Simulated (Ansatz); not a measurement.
Input and command of a calculation in Ansatz (plane waves; scalar-relativistic PAW potentials unless the input names others):

```yaml
crystal:
  lattice:
    - [0.0, 2.6836478139, 2.6836478139]
    - [2.6836478139, 0.0, 2.6836478139]
    - [2.6836478139, 2.6836478139, 0.0]
  atoms:
    - { symbol: Ga, position: [0.0, 0.0, 0.0] }
    - { symbol: P, position: [0.75, 0.75, 0.75] }
basis:
  ecutwfc: 420
kpoints:
  mp_grid: { grid: [8, 8, 8] }
hamiltonian:
  xc: pbe
scf:
  occupations: { method: fixed }
  mixing: { preconditioner: none }
output:
  forces: true
  eigenvalues: true
  stress: true
```

```bash
ansatz run input.yaml --threads 1 --pin off --max-ram 3072MiB --backend cpu --events-out ev --progress --plain --runs-dir out
```

Abridged log:
```
Basis set: ecut = 420 eV, 749 PW (Γ), exchange–correlation on 54×54×54 points (8 copies of the dense FFT grid, shifted against one another)
Bands: 13, of which v1, the nominal top of the filled ones, is band 9 counted from 1 (8 counted from 0)
Symmetry: 24 space group operations
k-points: 29 of 512 (time reversal used)
SCF iter   1: F=—  HF=-4539.496031 eV  |F-HF|=—  |Δ(HF+E_count)|=         —  Δρ=1.55e-3  dr2=1.20e-3  ethr=1.77e-3  ⟨swp⟩=5.0  Hψ=2005  notcnv=0  defer=49
SCF iter   2: F=—  HF=-4539.495026 eV  |F-HF|=—  |Δ(HF+E_count)|=   1.01e-3  Δρ=1.49e-3  dr2=5.23e-4  ethr=6.66e-6  ⟨swp⟩=2.9  Hψ=996  notcnv=0  defer=55
SCF iter   3: F=—  HF=-4539.494781 eV  |F-HF|=—  |Δ(HF+E_count)|=   2.45e-4  Δρ=5.65e-4  dr2=7.17e-5  ethr=2.90e-6  ⟨swp⟩=2.0  Hψ=702  notcnv=0  defer=52
SCF iter   4: F=—  HF=-4539.494818 eV  |F-HF|=—  |Δ(HF+E_count)|=   3.71e-5  Δρ=1.58e-4  dr2=6.00e-6  ethr=3.98e-7  ⟨swp⟩=2.0  Hψ=693  notcnv=0  defer=50
SCF iter   5: F=—  HF=-4539.494816 eV  |F-HF|=—  |Δ(HF+E_count)|=   2.15e-6  Δρ=2.95e-5  dr2=4.26e-7  ethr=3.34e-8  ⟨swp⟩=2.0  Hψ=625  notcnv=0  defer=50
SCF iter   6: F=-4539.494817 eV  HF=-4539.494817 eV  |F-HF|=8.73e-8  |Δ(HF+E_count)|=   3.77e-7  Δρ=2.23e-5  dr2=9.56e-8  ethr=5.56e-10  ⟨swp⟩=9.3  Hψ=2368  notcnv=0
SCF 1 converged in 6 iterations: F = -4539.494817 eV  dr2 = 9.56e-8
SCF converged after 6 iterations
Free energy (F): -4539.494817 eV
Harris-Foulkes:  -4539.494817 eV  (|F-HF|=8.73e-8)
Internal energy: -4539.494817 eV  (E = F + TS)
E sigma→0 (E₀):  -4539.494817 eV
Fermi energy:    7.684318 eV
--- Forces (eV/Å), atoms counted from 1 ---
  atom   1  Ga     0.00000000     0.00000000     0.00000000
  atom   2  P      0.00000000     0.00000000     0.00000000
--- Stress (GPa, compression-positive) ---
        6.990769       0.000000       0.000000
        0.000000       6.990769       0.000000
        0.000000       0.000000       6.990769
  P = ⅓ Tr σ = 6.9908 GPa (69.908 kbar)
```

Apart from outputs, empty bands and the relaxation, which only the reference makes, the input differs from a reference run on usual settings in kpoints.mp_grid.grid: [10, 10, 10] → [8, 8, 8]; scf.mixing.preconditioner: not typed → "none". The reference, at the same geometry, ended its own course with pressure 6.99 GPa, largest force 0.000 eV/Å, gap on the mesh 1.52 eV. This run converged in 6 SCF iterations with an energy at zero smearing 1.00 meV/atom above the reference's, pressure 6.99 GPa, largest force 0.000 eV/Å, gap on the mesh 1.55 eV. Its k mesh is looser than usual, yet energy, pressure and forces hardly moved.

Time: 2.8 s on 1 thread of Intel(R) Xeon(R) Platinum 8259CL CPU @ 2.50GHz (Skylake/Cascade Lake), with other jobs on the host, peak memory 0.35 GiB.